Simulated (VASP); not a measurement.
**TiSi2: relaxation of cell and atoms with LDA**

TiSi2:

```
Ti Si
1.0
     0.00000    4.11752    4.26290
     2.38951    0.00000    4.26290
     2.38951    4.11752    0.00000
Ti Si
2 4
Cartesian
  3.5843 6.1763 6.3943
  2.3895 4.1175 4.2629
  1.1948 3.3975 2.1314
  1.1948 0.7200 2.1314
  2.3895 1.3387 4.2629
  2.3895 6.8963 4.2629
```

The cell is a database's computed one.

```
Program                : VASP 6.6.1
Task                   : relaxation of cell and atoms
Functional             : LDA
Potentials or basis    : VASP PAW LDA potentials, release 64 (Ti_sv, Si)
Cutoff                 : 600 eV
k mesh                 : 7 × 7 × 7
Occupations            : fermi-dirac, width 0.05 eV
Spin                   : no spin polarisation
Further INCAR settings : ALGO = Fast; EDIFF = 1e-06; IBRION = 2; EDIFFG = -0.005; NSW = 60; ISIF = 3
```

```yaml
Relaxed_volume: 13.51 Å³/atom
Relaxed_cell: a = 5.858 Å, b = 4.843 Å, c = 4.693 Å, α = 75.77°, β = 53.27°, γ = 50.96°
Space_group_after_relaxing_to_0.05_Å: Fddd (No. 70)
Energy_gained_by_relaxing: 7.9 meV/atom
Ionic_steps: 10
Pressure_after_relaxing: 0.0 GPa
Band_gap_on_the_k_mesh: none (metal or under the smearing width)
```

Step by step:
```tsv
step	energy change (eV)	largest force (eV/Å)	pressure (GPa)	volume (Å³)
1	0.0000	0.0633	-4.92	83.88
2	-0.0104	0.0808	4.98	78.78
3	-0.0447	0.0731	0.09	81.10
4	-0.0466	0.0438	-0.01	81.04
5	-0.0467	0.0480	0.02	81.05
6	-0.0471	0.0305	-0.02	81.06
7	-0.0474	0.0017	-0.06	81.08
8	-0.0474	0.0009	-0.07	81.08
9	-0.0474	0.0002	0.10	81.00
10	-0.0474	0.0003	0.01	81.04
```

Final structure:
```cif
data_structure
_symmetry_space_group_name_H-M 'P 1'
_symmetry_Int_Tables_number 1
_cell_length_a 5.8575
_cell_length_b 4.8435
_cell_length_c 4.6935
_cell_angle_alpha 75.768
_cell_angle_beta 53.274
_cell_angle_gamma 50.958
_cell_volume 81.04
loop_
_atom_site_label
_atom_site_type_symbol
_atom_site_fract_x
_atom_site_fract_y
_atom_site_fract_z
_atom_site_occupancy
Ti1 Ti 0.75000 0.75000 0.75000 1
Ti2 Ti 0.50000 0.50000 0.50000 1
Si1 Si 0.41399 0.08601 0.41399 1
Si2 Si 0.08601 0.41399 0.08601 1
Si3 Si 0.16399 0.83601 0.16399 1
Si4 Si 0.83601 0.16399 0.83601 1
```

Levels at points of the mesh, in eV from the Fermi level:
```tsv
k point	band 16	band 17	band 18	band 19	band 20	band 21	band 22	band 23	band 24
(0.00, 0.00, 0.00)	-2.53	-2.31	-1.96	-1.71	-1.32	-0.95	2.11	3.25	3.55
```

Run time: 17 min on 1 thread of Intel(R) Xeon(R) 6975P-C (Granite Rapids) (shared host), peak memory 0.3 GiB.
